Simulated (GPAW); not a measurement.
Runs of GPAW 26.7.0 on BP. Symmetry: F-43m, No. 216, cubic system. Conventional cell: a = 4.538 Å, b = 4.538 Å, c = 4.538 Å, α = 90.00°, β = 90.00°, γ = 90.00°. P (site symmetry -43m) is surrounded by 4 B at 1.97 Å. B (site symmetry -43m) is surrounded by 4 P at 1.97 Å. 

```tsv
task	level	potentials or basis	cell	k mesh	cutoff (eV)	smearing	band path	band points	convergence	displacement	relaxed first	grid spacing	gap on the mesh (eV)	pressure (GPa)	V0 of scaled cells (Å³/atom)	B0 (GPa)
equation of state	SOGGA	PAW data sets generated in the run's folder for this functional, pw	as given	10 × 10 × 10	800	fermi-dirac 0.05 eV	-	-	-	-	-	-	-	-	11.55	170
band structure	BEEF-vdW	GPAW PAW data sets (gpaw-data 1.2.1), pw	as given	10 × 10 × 10	800	fermi-dirac 0.05 eV	GXWKGLUWLK,UX	80	-	-	-	-	1.42	-	-	-
Born charges	WC	PAW data sets generated in the run's folder for this functional, pw	atoms relaxed	6 × 6 × 6	680	fermi-dirac 0.01 eV	-	-	density=1e-06 eigenstates=1e-09	0.02	ions	-	1.25	-1.5	-	-
band structure	TPSS	GPAW PAW data sets (gpaw-data 1.2.1), pw	as given	10 × 10 × 10	800	fermi-dirac 0.05 eV	GXWKGLUWLK,UX	80	-	-	-	-	1.29	1.1	-	-
equation of state	LDA	PAW data sets generated in the run's folder for this functional, pw	as given	10 × 10 × 10	800	fermi-dirac 0.05 eV	-	-	-	-	-	-	-	-	(c)	176
equation of state	PBE	GPAW PAW data sets (gpaw-data 1.2.1), fd	as given	10 × 10 × 10	-	fermi-dirac 0.05 eV	-	-	-	-	-	0.16 Å	-	-	(b)	164
band structure	revTPSS	GPAW PAW data sets (gpaw-data 1.2.1), pw	as given	10 × 10 × 10	800	fermi-dirac 0.05 eV	GXWKGLUWLK,UX	100	-	-	-	-	(a)	-0.4	-	-
single point	LDA	the program's PAW data sets (release 1.2.1) made for this functional, pw	as given	10 × 10 × 10	800	gaussian 0.05 eV	-	-	-	-	-	-	1.19	-5.0	-	-
```

Alike in all rows: no spin polarisation.

Problem. Estimate the missing entries.

Solution. (a) 1.18; (b) 11.76; (c) 11.34.

Caveats: the PAW data sets were made with another functional, which shifts forces and pressure a little (some runs); the cutoff is short for stress and forces, so pressures can be off by a GPa or more (some runs); the LO-TO splitting is left out (some runs).

A k mesh can miss the band edges.

Not every run made on this cell is shown here.
